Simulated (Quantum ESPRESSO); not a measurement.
The system is Ti2O.

```xyz
3
Lattice="2.9194 0.0000 0.0000 -1.4597 2.5283 0.0000 0.0000 0.0000 4.7130" Properties=species:S:1:pos:R:3 pbc="T T T"
Ti    0.0000    1.6855    3.3993
Ti    1.4597    0.8428    1.3137
O     0.0000    0.0000    0.0000
```

Base run:

```yaml
Program: Quantum ESPRESSO 7.5
Functional: PBEsol
Potentials_or_basis: GBRV 1.5 PBEsol
Cutoff: 612 eV
Density_cutoff: 4898 eV
k_mesh: 10 × 10 × 6
Occupations: fermi-dirac, width 0.05 eV
Spin: no spin polarisation
Hubbard_terms: Ti d U = 1 eV
```

Its results: band gap on the k mesh none (metal or under the smearing width); pressure 6.2 GPa; largest force 1.277 eV/Å.

Question: After a change of settings the same cell gave: band gap on the k mesh none (metal or under the smearing width); pressure 9.4 GPa; largest force 1.220 eV/Å. Which change was it?
A. hubbard terms from Ti d U = 1 eV to none
B. hubbard terms from Ti d U = 1 eV to Ti d U = 5 eV
C. hubbard terms from Ti d U = 1 eV to Ti d U = 3 eV

Answer: C.

Caveats: U without spin polarisation on a metal has little footing; forces of over 1 eV/Å show positions far from the minimum, so gaps and moduli don't describe the material at rest.
